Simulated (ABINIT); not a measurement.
Crystal: CdSe.

```
CELL_PARAMETERS angstrom
0.00000 3.07027 3.07027
3.07027 0.00000 3.07027
3.07027 3.07027 0.00000
ATOMIC_POSITIONS crystal
Cd 0.00000 0.00000 0.00000
Se 0.25000 0.25000 0.25000
```

Measurements of this composition are mostly on another form, of space group No. 186.

Base run:

* Program: ABINIT 10.8.3 (patched build)
* Functional: RPBE
* Potentials or basis: JTH PAW PBE v2.0
* Cutoff: 707 eV
* k mesh: 8 × 8 × 8
* Occupations: fermi-dirac, width 0.05 eV
* Spin: no spin polarisation

Its results: band gap on the k mesh 0.72 eV, direct; pressure 3.1 GPa.

The run is repeated on the same cell with these changes: functional from RPBE to r2SCAN. What comes out?

Band gap on the k mesh 1.01 eV, direct; pressure -0.4 GPa.

r2SCAN gives the wider gap, since meta-GGAs in the generalised Kohn-Sham scheme recover part of the derivative discontinuity.

Caveats: the PAW data sets were made with another functional, which shifts forces and pressure a little.

